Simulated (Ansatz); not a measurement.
## 2H-MoTe2 bilayer (2H stacking) in a perpendicular field

Wanted: the out-of-plane response of the 2H-MoTe2 bilayer (2H stacking). A positive field points along +c.

Program: Ansatz 0.2.0. Level of theory: plane-wave DFT, PBE-D3(BJ), Ansatz PAW. Results are calculated unless marked as measured.

This is a report of a sequence of runs, with most program output left out.

## Step 1: The structure

The cell holds 6 atoms: 4 Te and 2 Mo. Cell: a = 3.550 Å, b = 3.550 Å, c = 52.648 Å, α = 90.0°, β = 90.0°, γ = 120.0°. Regions: layer 1: 2H-MoTe2, 3 atoms (2 Te and 1 Mo); layer 2: 2H-MoTe2, 3 atoms (2 Te and 1 Mo). Vacuum lies along c.

## Step 2: Relaxing the slab

The starting cell is a guess, so the in-plane lattice and the atoms are relaxed first, with the slab cut off from its images along the normal.

File input.yaml:

```yaml
crystal:
  lattice:
    - [3.55, 0.0, 0.0]
    - [-1.775, 3.0743901834, 0.0]
    - [0.0, 0.0, 52.6482052597]
  atoms:
    - { symbol: Te, position: [0.3333333333, 0.6666666667, 0.3969745958] }
    - { symbol: Mo, position: [0.0, 0.0, 0.432817248] }
    - { symbol: Te, position: [0.3333333333, 0.6666666667, 0.4686599003] }
    - { symbol: Te, position: [0.0, 0.0, 0.5313400997] }
    - { symbol: Mo, position: [0.3333333333, 0.6666666667, 0.567182752] }
    - { symbol: Te, position: [0.0, 0.0, 0.6030254042] }
  periodic: [true, true, false]
kpoints:
  mp_grid: { grid: [12, 12, 1] }
hamiltonian:
  xc: pbe
  dispersion: d3bj
scf:
  occupations: { method: fermi_dirac, width: 0.05 }
  convergence: { dr2_threshold: 1.0e-09 }
relax:
  f_tol: 0.004
  max_steps: 90
  cell: {}
output:
  write_potential: true
  write_density: true
  volumetric_format: npy
```

The run is started by

```sh
> ansatz run input.yaml --threads 4 --pin off --max-ram 8192MiB --backend cpu --events-out ev --progress --plain --runs-dir out
```

The job ended after 3.5 min (4 threads of Intel Xeon at 2.50GHz (Skylake/Cascade Lake), shared host; peak memory 1.4 GiB; 12 min of CPU time).

The steps of the relaxation:

```
step  energy less that of the first step (eV)  largest force component (eV/Å)  volume (Å³)
   1                                   0.0000                          1.0774       574.61
   2                                   0.1568                          1.7662       562.37
   3                                  -0.2155                          0.2394       560.08
   4                                  -0.2286                          0.0152       558.10
   5                                  -0.2287                          0.0139       558.73
   6                                  -0.2288                          0.0124       558.44
   7                                  -0.2288                          0.0012       558.63
  8*                                  -0.2280                          0.0012       558.63
```

Relaxation steps marked * repeat the geometry before them on a plane-wave basis chosen anew for their cell, so energy and pressure can jump there. Relaxation step 2 was tried and not accepted.

Forces are held to the 12 operations that the run works with; a distortion that breaks them can't arise in this run.

```
cell as run  before  after  change
      a (Å)   3.550  3.500  -1.4 %
      b (Å)   3.550  3.500  -1.4 %
```

The atoms that moved most (Å, along periodic axes as changes of fractional coordinates times the final cell, across vacuum about the mean position):

```
atom     dx     dy      dz  length
 Te6  0.000  0.000  -0.182   0.182
 Te1  0.000  0.000   0.182   0.182
 Mo2  0.000  0.000   0.111   0.111
 Mo5  0.000  0.000  -0.111   0.111
 Te4  0.000  0.000  -0.042   0.042
 Te3  0.000  0.000   0.042   0.042
```

The relaxed structure:

```cif
data_structure
_symmetry_space_group_name_H-M 'P 1'
_symmetry_Int_Tables_number 1
_cell_length_a 3.5003
_cell_length_b 3.5003
_cell_length_c 52.6482
_cell_angle_alpha 90.000
_cell_angle_beta 90.000
_cell_angle_gamma 120.000
_cell_volume 558.63
loop_
_atom_site_label
_atom_site_type_symbol
_atom_site_fract_x
_atom_site_fract_y
_atom_site_fract_z
_atom_site_occupancy
Te1 Te 0.33333 0.66667 0.40042 1
Mo2 Mo 0.00000 0.00000 0.43492 1
Te3 Te 0.33333 0.66667 0.46946 1
Te4 Te 0.00000 0.00000 0.53054 1
Mo5 Mo 0.33333 0.66667 0.56508 1
Te6 Te 0.00000 0.00000 0.59958 1
```

The lattice constant a goes from 3.550 to 3.500 Å.

## Step 3: Atoms held, field 0, start network

A sawtooth potential applies the field, turning back in the middle of the vacuum. With the dipole correction the typed value is the field outside the slab. The induced dipole is small, so the SCF threshold is tight.

The cell differs from the one that the last finished run ended in (c 52.648 → 28.485 Å).

File input.yaml:

```yaml
crystal:
  lattice:
    - [3.5003073275, 0.0, 0.0]
    - [-1.7501536638, 3.0313550667, 0.0]
    - [0.0, 0.0, 28.4849415547]
  atoms:
    - { symbol: Te, position: [0.3333333333, 0.6666666667, 0.3159564145] }
    - { symbol: Mo, position: [0.0, 0.0, 0.3797222732] }
    - { symbol: Te, position: [0.3333333333, 0.6666666667, 0.4435520994] }
    - { symbol: Te, position: [0.0, 0.0, 0.5564479006] }
    - { symbol: Mo, position: [0.3333333333, 0.6666666667, 0.6202777268] }
    - { symbol: Te, position: [0.0, 0.0, 0.6840435855] }
kpoints:
  mp_grid: { grid: [18, 18, 1] }
  band_path:
    path: [[0, 0, 0], [0.5, 0, 0], [0.33333333, 0.33333333, 0], [0, 0, 0]]
    npoints: 16
hamiltonian:
  xc: pbe
  dispersion: d3bj
scf:
  occupations: { method: fermi_dirac, width: 0.02585 }
  convergence: { dr2_threshold: 1.0e-10 }
efield:
  axis: 3
  dipole_correction: true
  ramp_position: 0.97
  ramp_width: 0.06
  amplitude: 0
output:
  dos: { projected: true, e_range: [-6, 5] }
  write_potential: true
  write_density: true
  volumetric_format: npy
  elf: true
```

Wall time 62 s (4 threads); peak memory 1.1 GiB; 3.8 min of CPU time.

This step gave:

```yaml
dipole_along_the_normal: 1.78e-6 e·Å
gap_along_the_path: 0.8303 eV
smallest_direct_gap_along_the_path: 1.141 eV
ionisation_energy_upper_face: 4.668 eV
electron_affinity_upper_face: 3.838 eV
gap_the_smaller_of_path_and_mesh: 0.8303 eV
```

Running mean over a fixed 2.5 Å (it still follows the layers) of the planar mean; the ramp of the sawtooth is left out. The electron's electrostatic potential energy less the Fermi level by z:

```
z (Å)  electron's electrostatic potential energy less the Fermi level (eV)
  3.5                                                                 4.26
  4.0                                                                 4.26
  4.5                                                                 4.26
  5.0                                                                 4.25
  5.5                                                                 4.24
  6.0                                                                 4.18
  6.5                                                                 3.95
  7.0                                                                 3.05
  7.5                                                                 1.56
  8.0                                                                0.560
  8.5                                                                -1.09
  9.0                                                                -2.94
  9.5                                                                -5.38
 10.0                                                                -7.42
 10.5                                                                -8.65
 11.0                                                                -8.80
 11.5                                                                -7.86
 12.0                                                                -6.00
 12.5                                                                -3.58
 13.0                                                                -1.66
 13.5                                                               -0.218
 14.0                                                               -0.348
 14.5                                                               -0.328
 15.0                                                               -0.252
 15.5                                                                -1.71
 16.0                                                                -3.65
 16.5                                                                -6.06
 17.0                                                                -7.90
 17.5                                                                -8.82
 18.0                                                                -8.63
 18.5                                                                -7.37
 19.0                                                                -5.31
 19.5                                                                -2.88
 20.0                                                                -1.04
 20.5                                                                0.593
 21.0                                                                 1.60
 21.5                                                                 3.09
 22.0                                                                 3.97
 22.5                                                                 4.19
 23.0                                                                 4.24
 23.5                                                                 4.25
 24.0                                                                 4.26
 24.5                                                                 4.26
 25.0                                                                 4.26
```

The density of states has structure finer than the step of the table below, so its rows give means over 0.25 eV, whole bins alone (the curve runs from -6 to 2.41 eV). Peaks (eV: height): -4.070: 12.1, -3.770: 19.9, -1.810: 11.3, -1.260: 11.0, -0.900: 10.9, 1.030: 13.8, 1.200: 21.1.

The density of states by energy, zero at the Fermi level of the run, which the smearing sets inside the gap; means over each step:

```
energy (eV)  density of states (states/eV a cell)
      -5.75                                  2.38
      -5.50                                  3.21
      -5.25                                  7.51
      -5.00                                  4.45
      -4.75                                  3.35
      -4.50                                  2.33
      -4.25                                  3.37
      -4.00                                  5.45
      -3.75                                  6.78
      -3.50                                  4.00
      -3.25                                  5.67
      -3.00                                  5.38
      -2.75                                  4.66
      -2.50                                  4.23
      -2.25                                  7.94
      -2.00                                  7.15
      -1.75                                  7.42
      -1.50                                  6.03
      -1.25                                  5.40
      -1.00                                  6.79
      -0.75                                  4.65
      -0.50                                 0.847
      -0.25                                     0
       0.00                                     0
       0.25                                     0
       0.50                                  1.37
       0.75                                  4.70
       1.00                                  8.42
       1.25                                  10.1
       1.50                                  6.84
       1.75                                  5.32
       2.00                                  5.19
       2.25                                  3.05
```

Projected DOS per atom over height of the atomic layer and energy from the Fermi level. Layers: Te Mo Te Te Mo Te from below.

Ten even steps from '_' (0.00 states/eV) to '@' (3.20 states/eV), each cell a mean:
```
............
..--::::--..
::**....**::
::@@....@@::
__==____==__
____________
____________
____________
..==....==..
..==....==..
::==::::==::
--++----++--
::==----==::
..--....--..
::--::::--::
::::::::::::
--::----::--
....::::....
............
--::----::--
::..----..::
..__....__..
```
Columns: height of the atomic layer (Å) from 9 to 19.5 (not evenly spaced); rows upwards: energy from the Fermi level (eV) from -5.96 to 2.41.

The electronic bands at the labelled points (eV, zero at the Fermi level of the run, which the smearing sets inside the gap):

```
  point  band 43  band 44  band 45  band 46  band 47  band 48  band 49  band 50
      Γ    -1.38    -1.38    -1.29    -0.41     2.54     2.54     2.65     2.65
halfway    -1.54    -1.49    -1.45    -1.31     0.85     1.13     1.53     1.61
      M    -1.39    -1.37    -0.90    -0.70     0.91     0.95     1.14     1.35
halfway    -2.39    -2.17    -0.85    -0.69     0.86     0.94     1.38     1.55
      K    -2.36    -2.36    -0.67    -0.51     0.63     0.63     0.91     1.50
halfway    -1.49    -1.40    -1.17    -1.08     0.51     0.92     1.25     1.32
      Γ    -1.38    -1.38    -1.29    -0.41     2.54     2.54     2.65     2.65
```

ELF in the ca plane at fractional y = 0.667, with atoms of Te and Mo within 0.2 Å of it. It is the smooth field of the valence electrons, not physical close to the nuclei.

Ten even steps from '0' (0.00) to '9' (0.84), each cell a mean:
```
00000000000000001234443222224443211377656643
00000000000000000112332123212332101477656653
00000000000000124566664222235665521267666532
00000000000002478875556522366556762135565334
00000000000014799852135532454214784101343368
00000000000025899730014532442001686100122486
00000000000025899740024532453002685101232377
00000000000013689864346532465445773113454347
00000000000001246776666322356666741246666422
```
Columns run along c (16.0 Å, from fractional 0.07 to 0.63 of the cell), rows up along a (3.5 Å). Atoms in or near the plane, at fractional coordinates: Te at (0.32, 0.33), Te at (0.44, 0.33), Mo at (0.62, 0.33).

Electrostatic potential energy in the ca plane at fractional y = 0.667, with atoms of Te and Mo within 0.2 Å of it. With pseudopotentials it is smooth inside the atoms' cores, unlike the true potential.

Ten even steps from '0' (-17 eV) to '9' (19 eV), each cell a mean:
```
77777777777777666665555433455556666654223555
77777777777777666666665422355666666653113566
77777777777777666654455443455445666654334555
77777777777777666520014555542001466665555420
77777777777777665216731456521683156666665200
77777777777777665159980456515998146666665100
77777777777777665149960456513997046666665100
77777777777777666412302555530231256666555300
77777777777777666542235544554223566665445543
```
Columns run along c (16.0 Å, from fractional 0.07 to 0.63 of the cell; values clipped at the 3rd and 97th percentile), rows up along a (3.5 Å). Atoms in or near the plane, at fractional coordinates: Te at (0.32, 0.33), Te at (0.44, 0.33), Mo at (0.62, 0.33).

Valence density in the ca plane at fractional y = 0.667, with atoms of Te and Mo within 0.2 Å of it. It is the smooth field of the valence electrons, not physical close to the nuclei.

Ten steps, logarithmic in the rise over the least value, from '0' (0 e/Å³) to '9' (15 e/Å³), each cell a mean:
```
00000000000000000011112222221111100112332221
00000000000000000011111233221111000112332211
00000000000000000112222222222221100012222222
00000000000000001234432222223443210011222234
00000000000000001357863211235786321001112357
00000000000000002379984211237998421000112478
00000000000000001369974211236897421000112468
00000000000000001245643221224564311001122246
00000000000000000122322222222332110011222223
```
Columns run along c (16.0 Å, from fractional 0.07 to 0.63 of the cell), rows up along a (3.5 Å). Atoms in or near the plane, at fractional coordinates: Te at (0.32, 0.33), Te at (0.44, 0.33), Mo at (0.62, 0.33).

The gap is 0.83 eV, with the valence edge 4.67 eV and the conduction edge 3.84 eV under the upper vacuum level. Spin-orbit coupling, left out in this run, matters for the bands of elements this heavy.

## Step 4: Single point, field 0.1 V/Å

Edit input.yaml of step 3 so:

```diff
@@ -26,7 +26,6 @@
   dipole_correction: true
-  ramp_position: 0.97
-  ramp_width: 0.06
-  amplitude: 0
+  ramp_position: 0.9677
+  ramp_width: 0.0646
+  amplitude: 0.1
 output:
-  dos: { projected: true, e_range: [-6, 5] }
   write_potential: true
@@ -34,2 +33 @@
   volumetric_format: npy
-  elf: true
```

Run time: 68 s. Hardware: 4 threads; peak memory 1.1 GiB.

The dipole is 0.0742 e·Å, and the gap 0.828 eV.

## Step 5: Single point, field -0.1 V/Å

Edit input.yaml of step 4 so:

```diff
@@ -28,3 +28,3 @@
   ramp_width: 0.0646
-  amplitude: 0.1
+  amplitude: -0.1
 output:
```

Wall time 64 s (4 threads); peak memory 1.1 GiB; 4 min of CPU time.

The dipole is -0.0742 e·Å, and the gap 0.828 eV.

## Step 6: Atoms held, field 0.2 V/Å

Edit input.yaml of step 5 so:

```diff
@@ -28,3 +28,3 @@
   ramp_width: 0.0646
-  amplitude: -0.1
+  amplitude: 0.2
 output:
```

It took 60 s on 4 threads; peak memory 1.1 GiB; 3.8 min of CPU time.

The dipole is 0.148 e·Å, and the gap 0.822 eV.

[end of part 1 of 2]

[Logs are printed without paths, hosts, clocks, repeated set-up lines and the standing remarks that a program may print on its own settings, such as how far it seeks lower states.]

[Hosts, paths, dates, database ids (printed as entryN), source tags and the programs' standing remarks are cut or masked in the printed files.]

[Maps of the electrostatic potential energy from Ansatz leave out the sawtooth potential of an applied field or a dipole correction, so their vacuum need not be flat; planar profiles and work functions include it.]

[The density of states shown here was stored with 400 of the rows of the run's finer table, so its peaks can read low, often by over a quarter, or be missed, and its means over a window can be off by a tenth or more.]
